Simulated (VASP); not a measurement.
## La: relaxation of cell and atoms with PBEsol

Crystal: La.

```
La
1.0
     3.31879    0.00000    0.00000
     0.00000    3.31879    0.00000
     0.00000    0.00000    3.31879
La
1
Direct
  0.50000 0.50000 0.50000
```

The cell was built by a generator and needn't be a form met in nature.

* Program: VASP 6.6.1
* Task: relaxation of cell and atoms
* Functional: PBEsol
* Potentials or basis: VASP PAW PBE potentials, release 64 (La)
* Cutoff: 600 eV
* k mesh: 8 × 8 × 8
* Occupations: methfessel-paxton, width 0.2 eV
* Spin: no spin polarisation
* Further INCAR settings: ALGO = Fast; EDIFF = 1e-06; IBRION = 2; EDIFFG = -0.01; NSW = 40; ISIF = 3

| Quantity | Value |
| --- | --- |
| Relaxed volume | 33.74 Å³/atom |
| Relaxed cell | a = 3.231 Å, b = 3.231 Å, c = 3.231 Å, α = 90.00°, β = 90.00°, γ = 90.00° |
| Space group after relaxing (to 0.05 Å) | Pm-3m (No. 221) |
| Energy gained by relaxing | 20.2 meV/atom |
| Ionic steps | 3 |
| Pressure after relaxing | 0.0 GPa |
| Band gap on the k mesh | none (metal or under the smearing width) |

The path:
```tsv
step	energy change (eV)	largest force (eV/Å)	pressure (GPa)	volume (Å³)
1	0.0000	0.0000	-2.12	36.55
2	-0.0198	0.0000	-0.30	34.05
3	-0.0202	0.0000	0.02	33.74
```

Final structure:
```
CELL_PARAMETERS angstrom
3.23123 0.00000 0.00000
0.00000 3.23123 0.00000
0.00000 0.00000 3.23123
ATOMIC_POSITIONS crystal
La 0.50000 0.50000 0.50000
```

Levels at points of the mesh, in eV from the Fermi level:
```
           k point  band 4  band 5  band 6  band 7  band 8  band 9
(0.00, 0.00, 0.00)  -15.47   -2.82   -1.28   -1.28    2.10    2.10
(0.50, 0.00, 0.00)  -15.21   -0.54   -0.36    0.99    1.50    2.26
(0.50, 0.50, 0.00)  -14.97   -2.76    0.68    1.57    1.57    2.24
(0.50, 0.50, 0.50)  -17.11   -1.30   -1.30   -1.30    1.22    2.22
```

Wall time 48 s on 1 thread of Intel(R) Xeon(R) 6975P-C (Granite Rapids), with other jobs on the host, peak memory 0.18 GiB.

Caveat: the PAW data sets were made with another functional, which shifts forces and pressure a little. The run has no spin-orbit coupling, so splittings on La are missing.
